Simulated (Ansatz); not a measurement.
Input of an Ansatz 0.2.0 run:

input.yaml

```yaml
crystal:
  lattice:
    - [0.0, 3.018, 3.018]
    - [3.018, 0.0, 3.018]
    - [3.018, 3.018, 0.0]
  atoms:
    - { symbol: In, position: [0.0, 0.0, 0.0] }
    - { symbol: As, position: [0.75, 0.75, 0.75] }
kpoints:
  mp_grid: { grid: [6, 6, 6] }
  band_path:
    path:
      - [0.0, 0.0, 0.0]
      - [0.5, 0.0, 0.5]
      - [0.5, 0.25, 0.75]
      - [0.375, 0.375, 0.75]
      - [0.0, 0.0, 0.0]
      - [0.5, 0.5, 0.5]
      - [0.625, 0.25, 0.625]
      - [0.5, 0.25, 0.75]
    npoints: 12
scf:
  occupations: { method: fermi_dirac, width: 0.05 }
hamiltonian:
  xc: pbesol
  pseudopotentials: { kind: all_electron, lapw: { basis_error: 0.001 } }
magnetization:
  noncollinear: true
  spin_orbit: true
output:
  forces: true
  stress: true
  eigenvalues: true
```

Potentials or basis: all-electron LAPW, relativistic spinors.

Run with:

```bash
$ ansatz run input.yaml --threads 1 --pin off --max-ram 3072MiB --backend cpu --events-out ev --progress --plain --runs-dir out
```

Predict the pressure.

1.5 GPa.

Estimate the band gap along the path.

none (metal or under the smearing width).

Levels at the corners of the path, in eV from the Fermi level:
| point | band 41 | band 42 | band 43 | band 44 | band 45 | band 46 | band 47 | band 48 |
| --- | --- | --- | --- | --- | --- | --- | --- | --- |
| Γ | -0.35 | -0.35 | 0.00 | 0.00 | 0.00 | 0.00 | 3.43 | 3.43 |
| X | -2.48 | -2.48 | -2.48 | -2.48 | 1.32 | 1.32 | 1.87 | 1.87 |
| W | -3.18 | -3.12 | -3.08 | -2.98 | 3.97 | 4.10 | 4.14 | 4.16 |
| K | -3.46 | -3.45 | -2.10 | -2.10 | 1.90 | 1.91 | 4.08 | 4.13 |
| Γ | -0.35 | -0.35 | 0.00 | 0.00 | 0.00 | 0.00 | 3.43 | 3.43 |
| L | -1.25 | -1.25 | -1.00 | -1.00 | 0.77 | 0.77 | 4.42 | 4.42 |
| U | -3.46 | -3.45 | -2.10 | -2.10 | 1.90 | 1.91 | 4.08 | 4.13 |
| W | -3.18 | -3.12 | -3.08 | -2.98 | 3.97 | 4.10 | 4.14 | 4.16 |

Caveat: the k mesh is thin for a metal, which can move the energy by tens of meV per atom; this crystal is a semiconductor, whose small gap the functional closes, so the metal is an error of the method.

**Experimental background.**

A printed reference work, data compilation reports, for a bulk crystal of InAs at 4.2 K: band gap 0.418 eV (direct).

Measured gap of InAs: 0.418 eV (direct; 4.2 K; a printed reference work, data compilation). This calculation gives 0.00 eV (-0.42 eV). The value is that of PBEsol, without temperature or zero-point motion. Semilocal functionals fall short of measured gaps as a rule.
